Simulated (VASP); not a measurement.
# PbO (P4/nmm) in VASP: a series of runs

Runs on PbO. Level: PBE+D3(BJ). Tasks: relaxation of cell and atoms.

All numbers are computed with VASP 6.6.1; they aren't measurements. Logs are shortened: lines on timing, memory, paths and dates and some standing lists are left out, and cuts for length are marked.

## 1. Starting point

The structure is tetragonal, space group P4/nmm (No. 129). Conventional cell: a = 3.990 Å, b = 3.990 Å, c = 5.010 Å, α = 90.00°, β = 90.00°, γ = 90.00°. Around Pb (site symmetry 4mm) lie 4 O at 2.33 Å. O (site symmetry -4m2) is surrounded by 4 Pb at 2.33 Å.

## 2. Relaxation of cell and atoms, PBE+D3(BJ)

File INCAR:

```
ALGO     = Fast           # electronic algorithm
EDIFF    = 1E-7           # SCF threshold, eV
EDIFFG   = -0.002         # ionic threshold
ENCUT    = 520            # plane-wave cutoff, eV
GGA      = PE             # functional
IBRION   = 2              # ionic algorithm
ISIF     = 3              # what is computed and relaxed
ISMEAR   = 0              # smearing method
IVDW     = 12             # dispersion correction
LASPH    = T              # aspherical terms in the spheres
LCHARG   = F              # write CHGCAR
LREAL    = F              # projectors in reciprocal space
LWAVE    = F              # write WAVECAR
NELM     = 60             # most SCF steps
NSW      = 80             # ionic steps
PREC     = Accurate       # precision mode
SIGMA    = 0.02           # smearing width, eV
```

File KPOINTS:

```
k-points
0
Gamma
  12 12 10
```

File POSCAR:

```
PbO
1.0
    3.9900000000      0.0000000000      0.0000000000
    0.0000000000      3.9900000000      0.0000000000
    0.0000000000      0.0000000000      5.0100000000
Pb O
2 2
Direct
    0.0000000000      0.5000000000      0.2400000000
    0.5000000000      0.0000000000      0.7600000000
    0.0000000000      0.0000000000      0.0000000000
    0.5000000000      0.5000000000      0.0000000000
```

Potentials or basis: VASP PAW PBE potentials, release 64 (Pb_d, O).

Run with:

```console
$ cat potpaw_PBE.64/Pb_d/POTCAR potpaw_PBE.64/O/POTCAR > POTCAR
$ mpirun -np 1 vasp_std > vasp.out
```

OUTCAR:

```text
EDIFF = 1E-7
   EDIFFG = -0.002
   ENCUT = 520
   GGA = PE
   IBRION = 2
   ISIF = 3
   ISMEAR = 0
   IVDW = 12
   LASPH = T
   LREAL = F
   NELM = 60
   NSW = 80
   PREC = Accurate
 IVDW          = 12

 ion  position               nearest neighbor table
   1  0.000  0.500  0.240-   3 2.33   4 2.33   3 2.33   4 2.33   2 3.71   2 3.71   2 3.71   2 3.71
                             2 3.84   2 3.84   2 3.84   2 3.84
   2  0.500  0.000  0.760-   3 2.33   4 2.33   4 2.33   3 2.33   1 3.71   1 3.71   1 3.71   1 3.71
                             1 3.84   1 3.84   1 3.84   1 3.84
   3  0.000  0.000  0.000-   1 2.33   2 2.33   1 2.33   2 2.33
   4  0.500  0.500  0.000-   1 2.33   2 2.33   2 2.33   1 2.33

  LATTYP: Found a simple tetragonal cell.
 ALAT       =     3.9900000000
 C/A-ratio  =     1.2556390977

  Lattice vectors:

 A1 = (   3.9900000000,   0.0000000000,   0.0000000000)
 A2 = (   0.0000000000,   3.9900000000,   0.0000000000)
 A3 = (   0.0000000000,   0.0000000000,   5.0100000000)

Analysis of symmetry for initial positions (statically):
=====================================================================
 Subroutine PRICEL returns:
 Original cell was already a primitive cell.

 Routine SETGRP: Setting up the symmetry group for a
 simple tetragonal supercell.

 Subroutine GETGRP returns: Found 16 space group operations
 (whereof  8 operations were pure point group operations)
 out of a pool of 16 trial point group operations.

The static configuration has the point symmetry D_2d.
 The point group associated with its full space group is D_4h.

Analysis of symmetry for dynamics (positions and initial velocities):
=====================================================================
 Subroutine PRICEL returns:
 Original cell was already a primitive cell.

 Routine SETGRP: Setting up the symmetry group for a
 simple tetragonal supercell.

 Subroutine GETGRP returns: Found 16 space group operations
 (whereof  8 operations were pure point group operations)
 out of a pool of 16 trial point group operations.

The dynamic configuration has the point symmetry D_2d.
 The point group associated with its full space group is D_4h.

 Subroutine INISYM returns: Found 16 space group operations
 (whereof  8 operations are pure point group operations),
 and found     1 'primitive' translations

----------------------------------------------------------------------------------------

                                     Primitive cell

  volume of cell :      79.7597

  direct lattice vectors                    reciprocal lattice vectors
     3.990000000  0.000000000  0.000000000     0.250626566  0.000000000  0.000000000
     0.000000000  3.990000000  0.000000000     0.000000000  0.250626566  0.000000000
     0.000000000  0.000000000  5.010000000     0.000000000  0.000000000  0.199600798

  length of vectors
     3.990000000  3.990000000  5.010000000     0.250626566  0.250626566  0.199600798

  position of ions in fractional coordinates (direct lattice)
[... 91 lines left out ...]
   POTIM  = 0.5000    time-step for ionic-motion
   TEBEG  =    0.0;   TEEND  =   0.0 temperature during run
   PSTRESS=    0.0 pullay stress
   NELECT =      40.0000    total number of electrons
   NUPDOWN=      -1.0000    fix difference up-down
   EMIN   =  10.00;   EMAX   =-10.00  energy-range for DOS
   EFERMI =   0.00;   METHOD = LEGACY
   ISMEAR =     0;   SIGMA  =   0.02  broadening in eV -4-tet -1-fermi 0-gaus
   EFERMI_NEDOS =   21; number of points for ismear=-14 and -15
   IALGO  =     68    algorithm
   IMIX   =      4    mixing-type and parameters
     AMIX     =   0.40;   BMIX     =  1.00
     AMIX_MAG =   1.60;   BMIX_MAG =  1.00
  volume/ion in A,a.u.               =      19.94       134.56
  Fermi-wavevector in a.u.,A,eV,Ry     =   1.300670  2.457909 23.017539  1.691741
  Thomas-Fermi vector in A             =   2.431853
   LORBIT       =      0    0 simple, 1 ext, 2 COOP (PROOUT), +10 PAW based schemes
   GGA     = PE    functional components
   LHFCALC =     F    Hartree Fock is set to
   AEXX    =    0.0000 exact exchange contribution
   IVDW    =    12    specifies the selected vdW correction
   LEPSILON=     F    determine dielectric tensor
   LRPA    =     F    only Hartree local field effects (RPA)
 conjugate gradient relaxation of ions
 non-spin polarized calculation
 RMM-DIIS sequential band-by-band and
 Gauss-broadening in eV      SIGMA  =   0.02
  energy-cutoff  :      520.00
  volume of cell :       79.76
 maximum number of plane-waves:      2195
 NGX is ok and might be reduce to    30
   NGX = 15   NGY = 15   NGZ = 19

--------------------------------------- Ionic step        1  -------------------------------------------

 number of electron      39.9999999 magnetization

 Free energy of the ion-electron system (eV)
  ---------------------------------------------------
  ext. energy  EPLUGINS =         0.00000000
  ---------------------------------------------------
  free energy    TOTEN  =       -21.43723039 eV

  energy without entropy =      -21.43723039  energy(sigma->0) =      -21.43723039

------------------------ aborting loop because EDIFF is reached ----------------------------------------

 Edisp (eV)   -0.95200

 E8    (eV) :    -0.4363
[... 111 lines left out ...]
  FREE ENERGIE OF THE ION-ELECTRON SYSTEM (eV)
  ---------------------------------------------------
  free  energy   TOTEN  =       -22.3942017396 eV

  energy  without entropy=      -22.3942017396  energy(sigma->0) =      -22.39420174

[... ionic steps 4 to 15 ...]

--------------------------------------- Ionic step       16  -------------------------------------------

 number of electron      39.9999997 magnetization

------------------------ aborting loop because EDIFF is reached ----------------------------------------
[... 79 lines left out ...]
--------------------------------------- Ionic step       18  -------------------------------------------

 number of electron      39.9999997 magnetization

 Free energy of the ion-electron system (eV)
  ---------------------------------------------------
  ext. energy  EPLUGINS =         0.00000000
  ---------------------------------------------------
  free energy    TOTEN  =       -21.45833379 eV

  energy without entropy =      -21.45833379  energy(sigma->0) =      -21.45833379

 E-fermi :   4.9694     XC(G=0):  -9.7587

 val. band max:        4.8558545987   @ k =   0.0833   0.0833   0.0000
 cond. band min:       6.1034349865   @ k =   0.5000   0.5000   0.0000
 fundamental gap:      1.2475803878
 Fermi energy:         4.9693520287

 k-point     1 :       0.0000    0.0000    0.0000
  band No.  band energies     occupation
      1     -13.2015      2.00000
      2     -12.7673      2.00000
      3     -11.0776      2.00000
      4     -11.0776      2.00000
      5     -11.0272      2.00000
      6     -10.9867      2.00000
[... 637 lines left out ...]
     23      10.0372      0.00000
     24      10.3555      0.00000

 [... further k-points ...]

------------------------ aborting loop because EDIFF is reached ----------------------------------------

 Edisp (eV)   -0.93857

 E8    (eV) :    -0.4304
[... 27 lines left out ...]
  FREE ENERGIE OF THE ION-ELECTRON SYSTEM (eV)
  ---------------------------------------------------
  free  energy   TOTEN  =       -22.3968988230 eV

  energy  without entropy=      -22.3968988230  energy(sigma->0) =      -22.39689882

 reached required accuracy - stopping structural energy minimisation
```

OSZICAR:

```text
N       E                     dE             d eps       ncg     rms          rms(c)
DAV:   1     0.453438535636E+03    0.45344E+03   -0.20329E+04  8064   0.198E+03
DAV:   2     0.336946428049E+02   -0.41974E+03   -0.41218E+03  8560   0.496E+02
DAV:   3    -0.241275836078E+02   -0.57822E+02   -0.56269E+02 10856   0.194E+02
DAV:   4    -0.260366367427E+02   -0.19091E+01   -0.19079E+01  8928   0.404E+01
[... 170 lines left out ...]
       N       E                     dE             d eps       ncg     rms          rms(c)
DAV:   1    -0.214583357936E+02   -0.98175E-05   -0.15198E-04  9648   0.106E-01    0.854E-03
RMM:   2    -0.214583344331E+02    0.13604E-05   -0.32206E-06  8546   0.177E-02    0.506E-03
RMM:   3    -0.214583338171E+02    0.61601E-06   -0.11601E-06  8603   0.921E-03    0.147E-03
RMM:   4    -0.214583337896E+02    0.27523E-07   -0.39197E-07  5605   0.539E-03
  18 F= -.22396899E+02 E0= -.22396899E+02  d E =-.101699E-05
```

Run time: 21 min. Hardware: 1 thread of Intel Xeon 6975P-C (Granite Rapids), shared host; peak memory 0.42 GiB.

Results:

```yaml
Free_energy: -22.3969 eV
Relaxed_volume: 20.22 Å³/atom
Relaxed_cell: a = 4.036 Å, b = 4.036 Å, c = 4.965 Å, α = 90.00°, β = 90.00°, γ = 90.00°
Space_group_after_relaxing_to_0.05_Å: P4/nmm (No. 129)
Energy_gained_by_relaxing: 1.9 meV/atom
Ionic_steps: 18
Pressure_after_relaxing: 0.0 GPa
Band_gap_on_the_k_mesh: 1.25 eV, indirect (least direct gap 2.15 eV)
Dispersion_energy_per_atom: -0.235 eV
```

Step by step:
```tsv
step	energy change (eV)	largest force (eV/Å)	pressure (GPa)	volume (Å³)
1	0.0000	0.0423	1.14	79.76
2	-0.0040	0.2218	-0.66	81.41
3	-0.0050	0.1407	-0.12	80.89
4	-0.0071	0.0501	-0.06	81.08
5	-0.0076	0.0180	-0.01	81.22
6	-0.0076	0.0074	-0.01	81.20
7	-0.0076	0.0126	0.00	81.21
8	-0.0076	0.0050	-0.04	81.20
9	-0.0076	0.0019	-0.07	81.20
10	-0.0076	0.0002	-0.06	81.19
11	-0.0076	0.0048	-0.04	81.13
12	-0.0076	0.0128	0.01	81.02
13	-0.0076	0.0156	0.03	80.99
14	-0.0077	0.0116	0.02	80.96
15	-0.0077	0.0005	0.00	80.87
16	-0.0077	0.0064	0.00	80.91
17	-0.0077	0.0028	0.00	80.90
18	-0.0077	0.0018	0.00	80.90
```

Final structure:
```cif
data_structure
_symmetry_space_group_name_H-M 'P 1'
_symmetry_Int_Tables_number 1
_cell_length_a 4.0364
_cell_length_b 4.0364
_cell_length_c 4.9651
_cell_angle_alpha 90.000
_cell_angle_beta 90.000
_cell_angle_gamma 90.000
_cell_volume 80.90
loop_
_atom_site_label
_atom_site_type_symbol
_atom_site_fract_x
_atom_site_fract_y
_atom_site_fract_z
_atom_site_occupancy
Pb1 Pb 0.00000 0.50000 0.23922 1
Pb2 Pb 0.50000 0.00000 0.76078 1
O1 O 0.00000 0.00000 0.00000 1
O2 O 0.50000 0.50000 0.00000 1
```

Levels at points of the mesh, in eV from the valence-band top:
```tsv
k point	band 18	band 19	band 20	band 21	band 22	band 23
(0.00, 0.00, 0.00)	-1.52	-1.52	-0.02	2.41	5.55	5.55
(0.50, 0.00, 0.00)	-2.82	-1.49	-1.49	3.44	3.44	6.59
(0.50, 0.50, 0.00)	-1.53	-0.90	-0.90	1.25	1.25	5.36
(0.00, 0.00, 0.50)	-1.54	-1.54	-0.73	1.95	3.96	3.96
(0.50, 0.00, 0.50)	-2.78	-0.85	-0.85	3.15	3.15	6.20
(0.50, 0.50, 0.50)	-2.15	-0.91	-0.91	3.53	3.53	4.85
```

Caveat: spin-orbit coupling is left out, which as a rule narrows the gap of such compounds by several tenths of an eV. Zero-point motion and thermal expansion aren't in these numbers.

## 3. Relaxation of cell and atoms, PBE+D3(BJ)

This run uses another cell than the first one, of 20.22 Å³/atom, 1.014 times its volume.

INCAR is that of step 2.

KPOINTS is that of step 2.

File POSCAR:

```
PbO                                     
1.0
    4.0364441072      0.0000000000      0.0000000000
    0.0000000000      4.0364441072     -0.0000000000
    0.0000000000     -0.0000000000      4.9651458663
  Pb              O             
     2     2
Direct
     0.0000000000000000    0.5000000000000000    0.2392237344209920
     0.5000000000000000    0.0000000000000000    0.7607762655790082
     0.0000000000000000    0.0000000000000000    0.0000000000000000
     0.5000000000000000    0.5000000000000000    0.0000000000000000
```

Potentials or basis: VASP PAW PBE potentials, release 64 (Pb_d, O).

Run with:

```console
$ cat potpaw_PBE.64/Pb_d/POTCAR potpaw_PBE.64/O/POTCAR > POTCAR
$ mpirun -np 1 vasp_std > vasp.out
```

OUTCAR:

```text
EDIFF = 1E-7
   EDIFFG = -0.002
   ENCUT = 520
   GGA = PE
   IBRION = 2
   ISIF = 3
   ISMEAR = 0
   IVDW = 12
   LASPH = T
   LREAL = F
   NELM = 60
   NSW = 80
   PREC = Accurate
 IVDW          = 12

 ion  position               nearest neighbor table
   1  0.000  0.500  0.239-   3 2.34   4 2.34   3 2.34   4 2.34   2 3.71   2 3.71   2 3.71   2 3.71
                             2 3.85   2 3.85   2 3.85   2 3.85
   2  0.500  0.000  0.761-   3 2.34   4 2.34   4 2.34   3 2.34   1 3.71   1 3.71   1 3.71   1 3.71
                             1 3.85   1 3.85   1 3.85   1 3.85
   3  0.000  0.000  0.000-   1 2.34   2 2.34   1 2.34   2 2.34
   4  0.500  0.500  0.000-   1 2.34   2 2.34   2 2.34   1 2.34

  LATTYP: Found a simple tetragonal cell.
 ALAT       =     4.0364441072
 C/A-ratio  =     1.2300791822

  Lattice vectors:

 A1 = (   4.0364441072,   0.0000000000,   0.0000000000)
 A2 = (   0.0000000000,   4.0364441072,   0.0000000000)
 A3 = (   0.0000000000,   0.0000000000,   4.9651458663)

Analysis of symmetry for initial positions (statically):
=====================================================================
 Subroutine PRICEL returns:
 Original cell was already a primitive cell.

 Routine SETGRP: Setting up the symmetry group for a
 simple tetragonal supercell.

 Subroutine GETGRP returns: Found 16 space group operations
 (whereof  8 operations were pure point group operations)
 out of a pool of 16 trial point group operations.

The static configuration has the point symmetry D_2d.
 The point group associated with its full space group is D_4h.

Analysis of symmetry for dynamics (positions and initial velocities):
=====================================================================
 Subroutine PRICEL returns:
 Original cell was already a primitive cell.

 Routine SETGRP: Setting up the symmetry group for a
 simple tetragonal supercell.

 Subroutine GETGRP returns: Found 16 space group operations
 (whereof  8 operations were pure point group operations)
 out of a pool of 16 trial point group operations.

The dynamic configuration has the point symmetry D_2d.
 The point group associated with its full space group is D_4h.

 Subroutine INISYM returns: Found 16 space group operations
 (whereof  8 operations are pure point group operations),
[... 108 lines left out ...]
   POTIM  = 0.5000    time-step for ionic-motion
   TEBEG  =    0.0;   TEEND  =   0.0 temperature during run
   PSTRESS=    0.0 pullay stress
   NELECT =      40.0000    total number of electrons
   NUPDOWN=      -1.0000    fix difference up-down
   EMIN   =  10.00;   EMAX   =-10.00  energy-range for DOS
   EFERMI =   0.00;   METHOD = LEGACY
   ISMEAR =     0;   SIGMA  =   0.02  broadening in eV -4-tet -1-fermi 0-gaus
   EFERMI_NEDOS =   21; number of points for ismear=-14 and -15
   IALGO  =     68    algorithm
   IMIX   =      4    mixing-type and parameters
     AMIX     =   0.40;   BMIX     =  1.00
     AMIX_MAG =   1.60;   BMIX_MAG =  1.00
  volume/ion in A,a.u.               =      20.22       136.48
  Fermi-wavevector in a.u.,A,eV,Ry     =   1.294548  2.446341 22.801389  1.675855
  Thomas-Fermi vector in A             =   2.426124
   LORBIT       =      0    0 simple, 1 ext, 2 COOP (PROOUT), +10 PAW based schemes
   GGA     = PE    functional components
   LHFCALC =     F    Hartree Fock is set to
   AEXX    =    0.0000 exact exchange contribution
   IVDW    =    12    specifies the selected vdW correction
   LEPSILON=     F    determine dielectric tensor
   LRPA    =     F    only Hartree local field effects (RPA)
 conjugate gradient relaxation of ions
 non-spin polarized calculation
 RMM-DIIS sequential band-by-band and
 Gauss-broadening in eV      SIGMA  =   0.02
  energy-cutoff  :      520.00
  volume of cell :       80.90
 maximum number of plane-waves:      2206
   NGX = 15   NGY = 15   NGZ = 19

--------------------------------------- Ionic step        1  -------------------------------------------

 number of electron      39.9999997 magnetization

 Free energy of the ion-electron system (eV)
  ---------------------------------------------------
  ext. energy  EPLUGINS =         0.00000000
  ---------------------------------------------------
  free energy    TOTEN  =       -21.45949728 eV

  energy without entropy =      -21.45949728  energy(sigma->0) =      -21.45949728

------------------------ aborting loop because EDIFF is reached ----------------------------------------

 Edisp (eV)   -0.93857

 E8    (eV) :    -0.4304
[... 117 lines left out ...]
--------------------------------------- Ionic step        4  -------------------------------------------

 number of electron      39.9999997 magnetization

 Free energy of the ion-electron system (eV)
  ---------------------------------------------------
  ext. energy  EPLUGINS =         0.00000000
  ---------------------------------------------------
  free energy    TOTEN  =       -21.45960978 eV

  energy without entropy =      -21.45960978  energy(sigma->0) =      -21.45960978

 E-fermi :   4.9674     XC(G=0):  -9.7581

 val. band max:        4.8544534259   @ k =   0.0833   0.0833   0.0000
 cond. band min:       6.1018509140   @ k =   0.5000   0.5000   0.0000
 fundamental gap:      1.2473974881
 Fermi energy:         4.9674096651

 k-point     1 :       0.0000    0.0000    0.0000
  band No.  band energies     occupation
      1     -13.2017      2.00000
      2     -12.7678      2.00000
      3     -11.0790      2.00000
      4     -11.0790      2.00000
      5     -11.0286      2.00000
      6     -10.9881      2.00000
[... 637 lines left out ...]
     23      10.0353      0.00000
     24      10.3535      0.00000

 [... further k-points ...]

------------------------ aborting loop because EDIFF is reached ----------------------------------------

 Edisp (eV)   -0.93845

 E8    (eV) :    -0.4303
[... 27 lines left out ...]
  FREE ENERGIE OF THE ION-ELECTRON SYSTEM (eV)
  ---------------------------------------------------
  free  energy   TOTEN  =       -22.3980627701 eV

  energy  without entropy=      -22.3980627701  energy(sigma->0) =      -22.39806277

 reached required accuracy - stopping structural energy minimisation
```

Run time: 4.5 min. Hardware: 1 thread of Intel Xeon 6975P-C (Granite Rapids), shared host; peak memory 0.41 GiB.

What came out:

* Free energy: -22.3981 eV
* Relaxed volume: 20.23 Å³/atom
* Relaxed cell: a = 4.037 Å, b = 4.037 Å, c = 4.965 Å, α = 90.00°, β = 90.00°, γ = 90.00°
* Space group after relaxing (to 0.05 Å): P4/nmm (No. 129)
* Energy gained by relaxing: 0.0 meV/atom
* Ionic steps: 4
* Pressure after relaxing: 0.0 GPa
* Band gap on the k mesh: 1.25 eV, indirect (least direct gap 2.15 eV)
* Dispersion energy per atom: -0.235 eV

Final structure:
```cif
data_structure
_symmetry_space_group_name_H-M 'P 1'
_symmetry_Int_Tables_number 1
_cell_length_a 4.0366
_cell_length_b 4.0366
_cell_length_c 4.9654
_cell_angle_alpha 90.000
_cell_angle_beta 90.000
_cell_angle_gamma 90.000
_cell_volume 80.91
loop_
_atom_site_label
_atom_site_type_symbol
_atom_site_fract_x
_atom_site_fract_y
_atom_site_fract_z
_atom_site_occupancy
Pb1 Pb 0.00000 0.50000 0.23924 1
Pb2 Pb 0.50000 0.00000 0.76076 1
O1 O 0.00000 0.00000 0.00000 1
O2 O 0.50000 0.50000 0.00000 1
```

Caveat: spin-orbit coupling is left out, which as a rule narrows the gap of such compounds by several tenths of an eV.
